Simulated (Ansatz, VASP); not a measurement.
**Be: VASP beside Ansatz**

```
CELL_PARAMETERS angstrom
-1.26142 1.26142 1.26142
1.26142 -1.26142 1.26142
1.26142 1.26142 -1.26142
ATOMIC_POSITIONS crystal
Be 0.00000 0.00000 0.00000
```

Change from the starting cell: volume scaled by 1.02, crystal datasets.

Alike in both runs: task electric field gradients; functional PBEsol; k mesh 23 × 23 × 23; occupations fermi-dirac, width 0.03 eV; no spin polarisation.

```csv
,VASP,Ansatz
version,VASP 6.6.1,Ansatz 0.2.0
potentials or method,"VASP PAW PBE potentials, release 64 (Be), cutoff 520 eV","all-electron PAW with datasets made for the crystal, scalar-relativistic"
```

|  | VASP | Ansatz | Ansatz less VASP |
| --- | --- | --- | --- |
| pressure (GPa) | -3.9 | -4.3 | -0.43 |
| Vzz of the field gradient on the site that differs most (V/Å²) | 0.0 | 0.0 | 0.00 |

Ansatz ran all-electron here, so the differences hold the error of VASP's frozen core and of both bases.

Caveats: the PAW data sets were made with another functional, which shifts forces and pressure a little (VASP).
